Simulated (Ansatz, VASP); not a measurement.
## Two plane-wave programs on LiH

File POSCAR:

```
LiH
1.0
    3.2229403643      0.0000000000      0.0000000000
   -1.6114701821      2.7911482304      0.0000000000
    0.0000000000      0.0000000000      4.0273438533
Li H
2 2
Direct
    0.3333333333      0.6666666667     -0.0625093473
    0.6666666667      0.3333333333      0.4374906527
    0.3333333333      0.6666666667      0.4375093473
    0.6666666667      0.3333333333      0.9375093473
```

The input INCAR.step1:

```
SYSTEM = LiH
PREC = Accurate
ENCUT = 520
ISMEAR = 0
SIGMA = 0.01
LREAL = .FALSE.
LASPH = .TRUE.
NELM = 60
NBANDS = 12
GGA = PE
ALGO = Normal
EDIFF = 1E-4
LWAVE = .TRUE.
LCHARG = .FALSE.
```

Contents of INCAR.step2:

```
SYSTEM = LiH
PREC = Accurate
ENCUT = 520
EDIFF = 1E-6
ISMEAR = 0
SIGMA = 0.01
LREAL = .FALSE.
LASPH = .TRUE.
NELM = 60
ALGO = Normal
ISIF = 2
LWAVE = .FALSE.
LCHARG = .FALSE.
METAGGA = R2SCAN
LMIXTAU = .TRUE.
NBANDS = 12
ISTART = 1
```

The input KPOINTS:

```
Automatic mesh
0
G
  9 9 6
  0 0 0
```

Input for Ansatz:

```yaml
crystal:
  lattice:
    - [3.2229403643, 0.0, 0.0]
    - [-1.6114701821, 2.7911482304, 0.0]
    - [0.0, 0.0, 4.0273438533]
  atoms:
    - { symbol: Li, position: [0.3333333333, 0.6666666667, -0.0625093473] }
    - { symbol: Li, position: [0.6666666667, 0.3333333333, 0.4374906527] }
    - { symbol: H, position: [0.3333333333, 0.6666666667, 0.4375093473] }
    - { symbol: H, position: [0.6666666667, 0.3333333333, 0.9375093473] }
kpoints:
  mp_grid: { grid: [9, 9, 6] }
hamiltonian:
  xc: r2scan
scf:
  occupations: { method: fixed }
  n_extra_bands: 5
output:
  forces: true
  stress: true
  eigenvalues: true
```

Alike in both runs: task single point; functional r2SCAN; k mesh 9 × 9 × 6; no spin polarisation.

```csv
,VASP,Ansatz
version,VASP 6.6.1,Ansatz 0.2.0
potentials or method,"VASP PAW PBE potentials, release 64 (Li_sv, H)","plane waves, PAW"
plane-wave cutoff (eV),520,500
occupations,"gaussian, width 0.01 eV",fixed
valence electrons in the cell,8,8
```

|  | VASP | Ansatz | Ansatz less VASP |
| --- | --- | --- | --- |
| gap on the k mesh at the Fermi level (eV) | 2.24 | 2.29 | +0.043 |
| rms of the force components (eV/Å) | 0.008 | 0.000 | -0.0084 |

Atom by atom the forces differ by 0.008 eV/Å (rms over components). Ansatz warned: «structure_snapped_to_symmetry».

Caveats: the PAW data sets were made with another functional, which shifts forces and pressure a little (VASP); an odd mesh through Γ misses points on the zone boundary, where band edges often lie. r2SCAN opens gaps a little over a GGA but as a rule still falls short of measured ones.
